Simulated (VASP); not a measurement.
# C (Fd-3m) in VASP: further runs

One crystal, C, is run at these levels: revPBE+D4, HSE06; tasks: relaxation of cell and atoms, single point.

Program: VASP 6.6.1. These are calculated values, not measurements. Logs are shortened: lines on timing, memory, paths and dates and some standing lists are left out, and cuts for length are marked.

## (1) The crystal as given

The structure is cubic, space group Fd-3m (No. 227). Conventional cell: a = 3.567 Å, b = 3.567 Å, c = 3.567 Å, α = 90.00°, β = 90.00°, γ = 90.00°. C (site symmetry -43m) is surrounded by 4 C at 1.54 Å.

This isn't the form of C at room conditions, which is graphite.

## (2) Relaxation of cell and atoms, revPBE+D4

The input, INCAR:

```
SYSTEM = C
ALGO = Normal
EDIFF = 1E-7
EDIFFG = -0.005
ENCUT = 600
GGA = RE
IBRION = 2
ISIF = 3
ISMEAR = -1
IVDW = 13
LASPH = .True.
LCHARG = .False.
LREAL = .False.
LWAVE = .False.
NELM = 80
NSW = 60
PREC = Accurate
SIGMA = 0.05
```

The input, KPOINTS:

```
k-points
0
Gamma
  13 13 13
  0 0 0
```

The input, POSCAR:

```
C
1.0
    0.0000000000      1.7833700000      1.7833700000
    1.7833700000      0.0000000000      1.7833700000
    1.7833700000      1.7833700000      0.0000000000
C
2
Direct
    0.7500000000      0.7500000000      0.7500000000
    0.5000000000      0.5000000000      0.5000000000
```

Potentials or basis: VASP PAW PBE potentials, release 64 (C).

The run is started by

```
> cat potpaw_PBE.64/C/POTCAR > POTCAR
> mpirun -np 1 vasp_std > vasp.out
```

OUTCAR:

```text
SYSTEM = C
   EDIFF = 1E-7
   EDIFFG = -0.005
   ENCUT = 600
   GGA = RE
   IBRION = 2
   ISIF = 3
   ISMEAR = -1
   IVDW = 13
   LASPH = .True.
   LREAL = .False.
   NELM = 80
   NSW = 60
   PREC = Accurate

 ion  position               nearest neighbor table
   1  0.750  0.750  0.750-   2 1.54   2 1.54   2 1.54   2 1.54
   2  0.500  0.500  0.500-   1 1.54   1 1.54   1 1.54   1 1.54

  LATTYP: Found a face centered cubic cell.
 ALAT       =     3.5667400000

  Lattice vectors:

 A1 = (   0.0000000000,   1.7833700000,   1.7833700000)
 A2 = (   1.7833700000,   0.0000000000,   1.7833700000)
 A3 = (   1.7833700000,   1.7833700000,   0.0000000000)

Analysis of symmetry for initial positions (statically):
=====================================================================
 Subroutine PRICEL returns:
 Original cell was already a primitive cell.

 Routine SETGRP: Setting up the symmetry group for a
 face centered cubic supercell.

 Subroutine GETGRP returns: Found 48 space group operations
 (whereof 24 operations were pure point group operations)
 out of a pool of 48 trial point group operations.

The static configuration has the point symmetry T_d .
 The point group associated with its full space group is O_h .

Analysis of symmetry for dynamics (positions and initial velocities):
=====================================================================
 Subroutine PRICEL returns:
 Original cell was already a primitive cell.

 Routine SETGRP: Setting up the symmetry group for a
 face centered cubic supercell.

 Subroutine GETGRP returns: Found 48 space group operations
 (whereof 24 operations were pure point group operations)
 out of a pool of 48 trial point group operations.

The dynamic configuration has the point symmetry T_d .
 The point group associated with its full space group is O_h .

 Subroutine INISYM returns: Found 48 space group operations
 (whereof 24 operations are pure point group operations),
 and found     1 'primitive' translations

----------------------------------------------------------------------------------------

                                     Primitive cell

  volume of cell :      11.3437

  direct lattice vectors                    reciprocal lattice vectors
     0.000000000  1.783370000  1.783370000    -0.280368067  0.280368067  0.280368067
     1.783370000  0.000000000  1.783370000     0.280368067 -0.280368067  0.280368067
     1.783370000  1.783370000  0.000000000     0.280368067  0.280368067 -0.280368067

  length of vectors
     2.522066041  2.522066041  2.522066041     0.485611737  0.485611737  0.485611737

  position of ions in fractional coordinates (direct lattice)
[... 72 lines left out ...]
   ICHARG =      2    charge: 1-file 2-atom 10-const
   ISPIN  =      1    spin polarized calculation?
   LNONCOLLINEAR =      F non collinear calculations
   LSORBIT =      F    spin-orbit coupling
   LASPH  =      T    aspherical Exc in radial PAW
   ENCUT  =  600.0 eV  44.10 Ry    6.64 a.u.   5.04  5.04  5.04*2*pi/ulx,y,z
   NELM   =     80;   NELMIN=  2; NELMDL= -5     # of ELM steps
   EDIFF  = 0.1E-06   stopping-criterion for ELM
   LREAL  =      F    real-space projection
   EDIFFG = -.5E-02   stopping-criterion for IOM
   NSW    =     60    number of steps for IOM
   IBRION =      2    ionic relax: 0-MD 1-quasi-New 2-CG
   NFREE  =      1    steps in history (QN), initial steepest desc. (CG)
   ISIF   =      3    stress and relaxation
   ISYM   =      2    0-nonsym 1-usesym 2-fastsym
   POTIM  = 0.5000    time-step for ionic-motion
   TEBEG  =    0.0;   TEEND  =   0.0 temperature during run
   PSTRESS=    0.0 pullay stress
   NELECT =       8.0000    total number of electrons
   NUPDOWN=      -1.0000    fix difference up-down
   EMIN   =  10.00;   EMAX   =-10.00  energy-range for DOS
   EFERMI =   0.00;   METHOD = LEGACY
   ISMEAR =    -1;   SIGMA  =   0.05  broadening in eV -4-tet -1-fermi 0-gaus
   EFERMI_NEDOS =   21; number of points for ismear=-14 and -15
   IALGO  =     38    algorithm
   IMIX   =      4    mixing-type and parameters
     AMIX     =   0.40;   BMIX     =  1.00
     AMIX_MAG =   1.60;   BMIX_MAG =  1.00
  volume/ion in A,a.u.               =       5.67        38.28
  Fermi-wavevector in a.u.,A,eV,Ry     =   1.457203  2.753714 28.891161  2.123440
  Thomas-Fermi vector in A             =   2.574032
   LORBIT       =      0    0 simple, 1 ext, 2 COOP (PROOUT), +10 PAW based schemes
   GGA     = RE    functional components
   LHFCALC =     F    Hartree Fock is set to
   AEXX    =    0.0000 exact exchange contribution
   IVDW    =    13    specifies the selected vdW correction
   LEPSILON=     F    determine dielectric tensor
   LRPA    =     F    only Hartree local field effects (RPA)
 conjugate gradient relaxation of ions
 non-spin polarized calculation
  energy-cutoff  :      600.00
  volume of cell :       11.34
 maximum number of plane-waves:       388
   NGX =  9   NGY =  9   NGZ =  9

--------------------------------------- Ionic step        1  -------------------------------------------

 number of electron       7.9999999 magnetization

 Free energy of the ion-electron system (eV)
  ---------------------------------------------------
  ext. energy  EPLUGINS =         0.00000000
  ---------------------------------------------------
  free energy    TOTEN  =       -17.38169471 eV

  energy without entropy =      -17.38169471  energy(sigma->0) =      -17.38169471

------------------------ aborting loop because EDIFF is reached ----------------------------------------

  DFT-D4 for vdW energy calculation

  Edisp (eV):   -0.99921
[... 71 lines left out ...]
--------------------------------------- Ionic step        3  -------------------------------------------

 number of electron       7.9999999 magnetization

 Free energy of the ion-electron system (eV)
  ---------------------------------------------------
  ext. energy  EPLUGINS =         0.00000000
  ---------------------------------------------------
  free energy    TOTEN  =       -17.37139460 eV

  energy without entropy =      -17.37139460  energy(sigma->0) =      -17.37139460

 E-fermi :  10.9166     XC(G=0): -13.2687

 val. band max:       10.0417977680   @ k =   0.0000   0.0000   0.0000
 cond. band min:      14.2072246440   @ k =   0.3846   0.3846   0.0000
 fundamental gap:      4.1654268759
 Fermi energy:        10.9165693883

 k-point     1 :       0.0000    0.0000    0.0000
  band No.  band energies     occupation
      1     -11.7019      2.00000
      2      10.0418      2.00000
      3      10.0418      2.00000
      4      10.0418      2.00000
      5      15.6753      0.00000
      6      15.6753      0.00000
      7      15.6753      0.00000
      8      23.6762      0.00000
[... 243 lines left out ...]
 k-point    24 :       0.4615    0.1538    0.0000
  band No.  band energies     occupation
      1      -6.6304      2.00000
      2      -1.3552      2.00000
      3       5.5421      2.00000
      4       6.0714      2.00000
      5      17.1838      0.00000
      6      20.7477      0.00000
      7      21.1137      0.00000
      8      24.1451      0.00000

 [... further k-points ...]

------------------------ aborting loop because EDIFF is reached ----------------------------------------

  DFT-D4 for vdW energy calculation

  Edisp (eV):   -1.01308
[... 25 lines left out ...]
  FREE ENERGIE OF THE ION-ELECTRON SYSTEM (eV)
  ---------------------------------------------------
  free  energy   TOTEN  =       -18.3844779504 eV

  energy  without entropy=      -18.3844779503  energy(sigma->0) =      -18.38447795

 reached required accuracy - stopping structural energy minimisation
```

CONTCAR:

```text
C
   1.00000000000000
     0.0000000000000000    1.7743960690180591    1.7743960690180591
     1.7743960690180591   -0.0000000000000000    1.7743960690180591
     1.7743960690180591    1.7743960690180591   -0.0000000000000000
  C
     2
Direct
     0.7500000000000000    0.7500000000000000    0.7500000000000000
     0.5000000000000000    0.5000000000000000    0.5000000000000000

  0.00000000E+00  0.00000000E+00  0.00000000E+00
  0.00000000E+00  0.00000000E+00  0.00000000E+00
```

Wall time 40 s (1 thread of AMD EPYC 7R43 (Zen 3), shared host); peak memory 0.08 GiB.

Results:

```
Free energy                            : -18.3845 eV
Relaxed volume                         : 5.59 Å³/atom
Relaxed cell                           : a = 2.509 Å, b = 2.509 Å, c = 2.509 Å, α = 60.00°, β = 60.00°, γ = 60.00°
Space group after relaxing (to 0.05 Å) : Fd-3m (No. 227)
Energy gained by relaxing              : 1.8 meV/atom
Ionic steps                            : 3
Pressure after relaxing                : 0.0 GPa
Band gap on the k mesh                 : 4.17 eV, indirect (least direct gap 5.63 eV)
Dispersion energy per atom             : -0.507 eV
```

The path:
```tsv
step	energy change (eV)	largest force (eV/Å)	pressure (GPa)	volume (Å³)
1	0.0000	0.0000	-6.61	11.34
2	0.0020	0.0000	8.75	10.96
3	-0.0036	0.0000	-0.01	11.17
```

Final structure:
```
C
1.0
     0.00000    1.77440    1.77440
     1.77440    0.00000    1.77440
     1.77440    1.77440    0.00000
C
2
Direct
  0.75000 0.75000 0.75000
  0.50000 0.50000 0.50000
```

Levels at points of the mesh, in eV from the valence-band top:
| k point | band 1 | band 2 | band 3 | band 4 | band 5 | band 6 | band 7 | band 8 |
| --- | --- | --- | --- | --- | --- | --- | --- | --- |
| (0.00, 0.00, 0.00) | -21.74 | 0.00 | 0.00 | 0.00 | 5.63 | 5.63 | 5.63 | 13.63 |

Caveat: the PAW data sets were made with another functional, which shifts forces and pressure a little; an odd mesh through Γ misses points on the zone boundary, where band edges often lie.

## (3) Single point, HSE06

POSCAR is that of step 2.

The input, INCAR.step1:

```
PREC     = Accurate       # precision mode
ENCUT    = 600            # plane-wave cutoff, eV
EDIFF    = 1E-5           # SCF threshold, eV
ISMEAR   = 0              # smearing method
SIGMA    = 0.01           # smearing width, eV
LREAL    = False          # projectors in reciprocal space
LASPH    = True           # aspherical terms in the spheres
NELM     = 100            # most SCF steps
ALGO     = Normal         # electronic algorithm
ISIF     = 2              # what is computed and relaxed
LWAVE    = True           # write WAVECAR
LCHARG   = False          # write CHGCAR
NKRED    = 1            
NBANDS   = 12             # bands
GGA      = PE             # functional
```

The input, INCAR.step2:

```
PREC     = Accurate       # precision mode
ENCUT    = 600            # plane-wave cutoff, eV
EDIFF    = 1E-6           # SCF threshold, eV
ISMEAR   = 0              # smearing method
SIGMA    = 0.01           # smearing width, eV
LREAL    = False          # projectors in reciprocal space
LASPH    = True           # aspherical terms in the spheres
NELM     = 100            # most SCF steps
ALGO     = Normal         # electronic algorithm
ISIF     = 2              # what is computed and relaxed
LWAVE    = False          # write WAVECAR
LCHARG   = False          # write CHGCAR
GGA      = PE             # functional
LHFCALC  = True           # exact exchange
HFSCREEN = 0.2            # screening, 1/A
PRECFOCK = Fast         
NKRED    = 1            
NBANDS   = 12             # bands
ISTART   = 1
```

The input, KPOINTS:

```
Automatic mesh
0
Gamma
  7 7 7
```

Potentials or basis: VASP PAW PBE potentials, release 64 (C).

The run is started by

```
> cat potpaw_PBE.64/C/POTCAR > POTCAR
> cp INCAR.step1 INCAR
> mpirun -np 1 vasp_std > vasp.out
> cp INCAR.step2 INCAR
> mpirun -np 1 vasp_std > vasp.out
```

Wall time 64 s (1 thread of Intel Xeon 6975P-C (Granite Rapids), shared host); peak memory 0.22 GiB.

These settings aren't checked as converged: the numbers below hold their error.

What came out:

```yaml
Free_energy: -21.0916 eV
Pressure: -8.0 GPa
Band_gap_on_the_k_mesh: 5.42 eV, indirect (least direct gap 6.99 eV)
```

Caveat: the k mesh is coarse (spacing up to 0.44 Å⁻¹), so the values aren't converged, least of all with exact exchange; the PAW data sets were made with another functional, which shifts forces and pressure a little; an odd mesh through Γ misses points on the zone boundary, where band edges often lie.

[end of part 1 of 2]
